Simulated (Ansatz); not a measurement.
## A ladder of methods for CHF3 (trifluoromethane)

CHF3: 5 atoms, total charge 0, spin state singlet. As SMILES, `FC(F)F`. Geometry: optimised at r2SCAN/def2-SVP.

```xyz
5

F    -0.6711   -0.3321    1.0821
C     0.0190    0.0550    0.0067
F     1.0498   -0.7775   -0.1581
F    -0.7753   -0.0367   -1.0626
H     0.3775    1.0914    0.1320
```

Quantity: the dissociation energy of the H5–C2 bond into doublet H and doublet CF3 (shapes relaxed at r2SCAN/def2-SVP, no zero-point term), in eV. The values are calculated.

| level | kind | program | value (eV) | CPU time (all runs) |
| --- | --- | --- | --- | --- |
| HF/def2-TZVPP | Hartree–Fock | Ansatz | 3.86 | 2.3 s |
| PBE/def2-TZVPP | GGA | Ansatz | 4.63 | 4.5 s |
| r2SCAN/def2-TZVPP | meta-GGA | Ansatz | 4.63 | 9.7 s |
| B3LYP/def2-TZVPP | global hybrid | Ansatz | 4.77 | 5.3 s |
| PBE0-D4/def2-TZVPP | global hybrid | Ansatz | 4.69 | 5.1 s |
| wB97M-V/def2-TZVPP | range-separated hybrid | Ansatz | 4.91 | 17 s |

The values span 3.86 to 4.91 eV. Hartree–Fock misses the correlation of the electron pair that is broken and comes out low. Measured bond enthalpies also hold zero-point and thermal terms, a few tenths of an eV less. Times are those of the runs behind each value, whatever else they computed, on shared processors of several kinds: orders of magnitude only.
